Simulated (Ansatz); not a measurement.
# TaSi2: a hydrostatic pressure series

A pressure series on TaSi2 (-2 to 20 GPa): equation of state, axes and gap.

Method: DFT PBEsol, scalar-relativistic, plane waves, PAW, in Ansatz 0.2.0.

1 further run of the same task is left out (set aside as unsound or not needed).

### Step 1. The starting structure

The structure is hexagonal, space group P6_422 (No. 181). Conventional cell: a = 4.761 Å, b = 4.761 Å, c = 6.556 Å, α = 90.00°, β = 90.00°, γ = 120.00°. Around Ta (site symmetry 222) lie 10 Si at 2.60 to 2.81 Å. Si (site symmetry 2) has 5 Si at 2.55 to 2.81 Å and 5 Ta at 2.60 to 2.81 Å in its first shell of neighbours.

Coordinates:

```cif
data_structure
_symmetry_space_group_name_H-M 'P6_422'
_symmetry_Int_Tables_number 181
_cell_length_a 4.7610
_cell_length_b 4.7610
_cell_length_c 6.5561
_cell_angle_alpha 90.000
_cell_angle_beta 90.000
_cell_angle_gamma 120.000
_cell_volume 128.70
loop_
_atom_site_label
_atom_site_type_symbol
_atom_site_symmetry_multiplicity
_atom_site_Wyckoff_symbol
_atom_site_fract_x
_atom_site_fract_y
_atom_site_fract_z
_atom_site_occupancy
Ta1 Ta 3 c 0.50000 0.00000 0.00000 1
Si1 Si 6 i 0.15928 0.31857 0.00000 1
```

This cell was relaxed beforehand with the same method: volume 14.30 Å³/atom, gap on the mesh none (metal).

### Step 2. Target pressure -2 GPa

File input.yaml:

```yaml
crystal:
  lattice:
    - [4.7914173576, 0.0, 0.0]
    - [-2.3957086788, 4.1494891519, 0.0]
    - [0.0, 0.0, 6.5980428384]
  atoms:
    - { symbol: Ta, position: [0.5, 0.0, 0.0] }
    - { symbol: Ta, position: [0.5, 0.5, 0.6666666667] }
    - { symbol: Ta, position: [0.0, 0.5, 0.3333333333] }
    - { symbol: Si, position: [0.1592827541, 0.3185655082, 0.0] }
    - { symbol: Si, position: [0.8407172459, 0.1592827541, 0.6666666667] }
    - { symbol: Si, position: [0.6814344918, 0.8407172459, 0.3333333333] }
    - { symbol: Si, position: [0.8407172459, 0.6814344918, 0.0] }
    - { symbol: Si, position: [0.1592827541, 0.8407172459, 0.6666666667] }
    - { symbol: Si, position: [0.3185655082, 0.1592827541, 0.3333333333] }
basis:
  ecutwfc: 420
kpoints:
  mp_grid: { grid: [12, 12, 6] }
hamiltonian:
  xc: pbesol
scf:
  occupations: { method: gaussian, width: 0.1 }
output:
  forces: true
  stress: true
  eigenvalues: true
  write_density: true
  write_potential: true
  elf: true
  volumetric_format: npy
relax:
  adjacent_minimum: "off"
  f_tol: 0.008
  max_steps: 50
  cell: { stress_tol: 0.08, p_target: -2.0 }
```

Launch:

```sh
> ansatz run input.yaml --threads 2 --pin off --max-ram 5120MiB --backend cpu --events-out ev --progress --plain --runs-dir out
```

Further runs follow: 2 GPa; 5 GPa; target pressure 10 GPa; relaxing at 20 GPa.

**Question.** What will these runs give? Wanted: bulk modulus B0; B0'.

As calculated:

```
                                     quantity                        value
                             volume at 20 GPa  13.13 Å³/atom, V/V0 = 0.918
bulk modulus B0 (third-order Birch-Murnaghan)                      196 GPa
                                          B0'                          4.2
```

**Reading.** Up to 20 GPa the volume falls by 8.2 %. The points follow one equation of state, B0 = 196 GPa. The cell gives way unevenly: a -3.1 %, b -3.1 %, c -2.3 %. The symmetry of the start is kept, so a transition to another structure would not show. The runs treat Ta without spin-orbit coupling.
